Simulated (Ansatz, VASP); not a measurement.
## Hf in VASP and in Ansatz

The input INCAR:

```
SYSTEM = Hf
ALGO     = Normal         ! electronic algorithm
EDIFF    = 1E-7           ! SCF threshold, eV
EDIFFG   = -0.005         ! ionic threshold
ENCUT    = 600            ! plane-wave cutoff, eV
GGA      = PE             ! functional
IBRION   = 2              ! ionic algorithm
ISIF     = 3              ! what is computed and relaxed
ISMEAR   = -1             ! smearing method
LASPH    = .TRUE.         ! aspherical terms in the spheres
LCHARG   = .FALSE.        ! write CHGCAR
LREAL    = .FALSE.        ! projectors in reciprocal space
LWAVE    = .FALSE.        ! write WAVECAR
NELM     = 80             ! most SCF steps
NSW      = 100            ! ionic steps
PREC     = Accurate       ! precision mode
SIGMA    = 0.05           ! smearing width, eV
```

Contents of KPOINTS:

```
k-points
0
G
  13 13 13
  0 0 0
```

POSCAR

```
Hf
1.0
    0.0000000000      2.1549485149      2.1549485149
    2.1549485149      0.0000000000      2.1549485149
    2.1549485149      2.1549485149      0.0000000000
Hf
1
Direct
    0.0000000000      0.0000000000      0.0000000000
```

Input for Ansatz:

```yaml
crystal:
  lattice:
    - [0.0, 2.1549485149, 2.1549485149]
    - [2.1549485149, 0.0, 2.1549485149]
    - [2.1549485149, 2.1549485149, 0.0]
  atoms:
    - { symbol: Hf, position: [0.0, 0.0, 0.0] }
kpoints:
  mp_grid: { grid: [13, 13, 13] }
scf:
  occupations: { method: fermi_dirac, width: 0.05 }
hamiltonian:
  xc: pbe
  pseudopotentials: { kind: paw }
output:
  forces: true
  stress: true
relax:
  f_tol: 0.005
  max_steps: 80
  cell: {}
```

Alike in both runs: task relaxation of cell and atoms; functional PBE; k mesh 13 × 13 × 13; occupations fermi-dirac, width 0.05 eV; no spin polarisation.

|  | VASP | Ansatz |
| --- | --- | --- |
| version | VASP 6.6.1 | Ansatz 0.2.0 |
| potentials or method | VASP PAW PBE potentials, release 64 (Hf_pv) | PAW with Ansatz's default frozen-core files, scalar-relativistic |
| plane-wave cutoff (eV) | 600 | 420 |
| valence electrons in the cell | 10 | 26 |

|  | VASP | Ansatz | Ansatz less VASP |
| --- | --- | --- | --- |
| relaxed volume (Å³/atom) | 22.46 | 22.55 | +0.090 |
| relaxed cell length with the largest relative difference (Å) | 3.167 | 3.171 | +0.0042 |
| energy change over the relaxation (meV/atom) | -103 | -110 | -6.8 |

The two sets of potentials don't hold the same shells in valence.

Spin-orbit coupling is left out, which matters for the levels of Hf.
